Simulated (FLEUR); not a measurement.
AlCo in FLEUR: convergence with Kmax

Input of the first run (Kmax 3); the others differ in this setting and in those tied to it:

Contents of inp.xml:

```xml
<?xml version="1.0" encoding="UTF-8" standalone="no"?>
<fleurInput fleurInputVersion="0.39">
   <comment>
      AlCo                                                                                                
   </comment>
   <calculationSetup>
      <cutoffs Kmax="3.0" Gmax="16.5" GmaxXC="16.5" numbands="0"/>
      <scfLoop itmax="60" minDistance="0.00001" maxIterBroyd="15" imix="Anderson" alpha="0.05" precondParam="0.0" spinf="2.0" sdNocoIR="T"/>
      <coreElectrons ctail="T" frcor="F" kcrel="0" coretail_lmax="0"/>
      <xcFunctional name="vwn" relativisticCorrections="F"/>
      <magnetism jspins="2"/>
      <soc l_soc="F" theta="0.0" phi="0.0" spav="F"/>
      <expertModes spex="0" secvar="F"/>
      <geometryOptimization l_f="T" forcealpha="1.0" forcemix="BFGS" epsdisp="0.0005" epsforce="0.0002"/>
      <ldaU l_linMix="F" mixParam="0.05" spinf="1.0"/>
   </calculationSetup>
   <cell>
      <bzIntegration valenceElectrons="28.0" mode="hist" fermiSmearingEnergy="0.00183747">
         <kPointListSelection listName="default-1"/>
         <!-- k-points included here -->
         <xi:include xmlns:xi="http://www.w3.org/2001/XInclude" href="kpts.xml"> </xi:include>
      </bzIntegration>
      <!-- symmetry operations included here -->
      <xi:include xmlns:xi="http://www.w3.org/2001/XInclude" href="sym.xml"> </xi:include>
      <bulkLattice scale="1.0">
         <bravaisMatrix>
            <row-1>    5.3278999017180997     0.0000000000000000     0.0000000000000000</row-1>
            <row-2>    0.0000000000000000     5.3278999017180997     0.0000000000000000</row-2>
            <row-3>    0.0000000000000000     0.0000000000000000     5.3278999017180997</row-3>
         </bravaisMatrix>
      </bulkLattice>
   </cell>
   <atomSpecies>
      <species name="Cobalt (Co2.001" element="Co" atomicNumber="27">
         <mtSphere radius="2.21" gridPoints="737" logIncrement="0.017"/>
         <atomicCutoffs lmax="9" lnonsphr="9"/>
         <electronConfig flipSpins="F">
            <coreConfig>(1s1/2) (2s1/2) (2p1/2) (2p3/2)</coreConfig>
            <valenceConfig>(3s1/2) (3p1/2) (3p3/2) (4s1/2) (3d3/2) (3d5/2)</valenceConfig>
            <stateOccupation state="(3d3/2)" spinUp="1.5005" spinDown="1.2995"/>
            <stateOccupation state="(3d5/2)" spinUp="3.0" spinDown="1.2"/>
         </electronConfig>
         <energyParameters s="4" p="4" d="3" f="4"/>
         <lo type="SCLO" l="0" n="3" eDeriv="0"/>
         <lo type="SCLO" l="1" n="3" eDeriv="0"/>
         <lo type="SCLO" l="1" n="3" eDeriv="1"/>
         <lo type="SCLO" l="2" n="3" eDeriv="2"/>
         <lo type="SCLO" l="3" n="4" eDeriv="2"/>
      </species>
      <species name="Aluminum (Al)" element="Al" atomicNumber="13">
         <mtSphere radius="1.95" gridPoints="651" logIncrement="0.017"/>
         <atomicCutoffs lmax="8" lnonsphr="8"/>
         <electronConfig flipSpins="F">
            <coreConfig>(1s1/2)</coreConfig>
            <valenceConfig>(2s1/2) (2p1/2) (2p3/2) (3s1/2) (3p1/2) (3p3/2)</valenceConfig>
            <stateOccupation state="(3p1/2)" spinUp="0.166667" spinDown="0.166667"/>
            <stateOccupation state="(3p3/2)" spinUp="0.333333" spinDown="0.333333"/>
         </electronConfig>
         <energyParameters s="3" p="3" d="3" f="4"/>
         <lo type="SCLO" l="0" n="2" eDeriv="0"/>
         <lo type="SCLO" l="1" n="2" eDeriv="0"/>
         <lo type="SCLO" l="2" n="3" eDeriv="2"/>
         <lo type="SCLO" l="3" n="4" eDeriv="2"/>
      </species>
   </atomSpecies>
   <atomGroups>
      <atomGroup species="Cobalt (Co2.001">
         <relPos label="                   1">-.4811750000 .4935050000 .4987670000</relPos>
         <force calculate="T" relaxXYZ="TTT"/>
      </atomGroup>
      <atomGroup species="Aluminum (Al)">
         <relPos label="                   2">-.0089450000 -.0064950000 -.0021340000</relPos>
         <force calculate="T" relaxXYZ="TTT"/>
      </atomGroup>
   </atomGroups>
   <output dos="F" band="F" slice="F">
      <checks vchk="F" cdinf="F"/>
      <bandDOS minEnergy="-.5*Htr" maxEnergy="0.5*Htr" sigma="0.015" storeEVData="T"/>
      <vacuumDOS vacdos="F" integ="F" star="F" nstars="0" locx1="0.0" locy1="0.0" locx2="0.0" locy2="0.0" nstm="0" tworkf="0.0"/>
      <unfoldingBand unfoldBand="F" supercellX="1" supercellY="1" supercellZ="1"/>
      <plotting iplot="0" polar="F">
         <plot TwoD="T" vec1="  1.0  0.0  0.0" vec2="  0.0  1.0  0.0" vec3="  0.0  0.0  1.0" zero="  0.0  0.0  0.0" file="plot"/>
      </plotting>
      <chargeDensitySlicing numkpt="0" minEigenval="0.0" maxEigenval="0.0" nnne="0" pallst="F"/>
      <specialOutput eonly="F"/>
      <moessbauerParams electricFieldGradient="T" isomerShift="T" coreHyperfine="T" valenceHyperfine="T"/>
      <magneticCircularDichroism mcd="F" energyLo="-10.0" energyUp="0.0"/>
   </output>
  <!-- We include the file relax.xml here to enable relaxations (see documentation) -->
  <xi:include xmlns:xi="http://www.w3.org/2001/XInclude" href="relax.xml"> <xi:fallback/> </xi:include>
</fleurInput>
```

crystal.txt

```
AlCo
&input cartesian=F /
2.8194032100  0.0000000000  0.0000000000
0.0000000000  2.8194032100  0.0000000000
0.0000000000  0.0000000000  2.8194032100
1.8897261246
1.0 1.0 1.0

2
27 0.5188250000  0.4935050000  0.4987670000 : 2.001
13 -0.0089450000  -0.0064950000  -0.0021340000

&kpt div1=4 div2=4 div3=4 gamma=T /
```

Potentials or basis: all-electron, FLAPW.

Command:

```sh
$ inpgen -f crystal.txt -profile fastHighL
$ # inp.xml edited to the form shown
$ fleur_MPI
```

The cell isn't the ideal one: atoms moved at random.

The cell is a database's computed one.

Hardware: 1 thread of Arm Neoverse V2, on a shared host.

Question: The values tried are 2.6, 3, 3.4, 3.8, 4.2, 4.6, 5, 5.5, loosest first. From which on does the energy stay within 1 meV/atom of the tightest run that finished?

Answer: From 5 on.

```
Kmax  energy less the tightest run, at zero smearing (meV/atom)  largest force (eV/Å)  SCF cycles  CPU time (s)  peak memory (GiB)
 2.6                                              not converged                     -           -             -                  -
   3                                                     576.60                 0.576          28           180               0.16
 3.4                                                     158.94                 0.582          28           180               0.16
 3.8                                                      41.04                 0.583          28           190               0.17
 4.2                                                      10.81                 0.580          28           210               0.17
 4.6                                                       2.55                 0.579          28           230               0.17
   5                                                       0.56                 0.579          28           280               0.17
 5.5                                                       0.00                 0.579          28           390               0.17
```

Against the tightest run, the largest force stays within 0.005 eV/Å from 3 on. The tightest run that finished is the yardstick and may itself not be fully converged.

Caveat, for the tightest run too: the k mesh is coarse (spacing up to 0.56 Å⁻¹), so the values aren't converged.
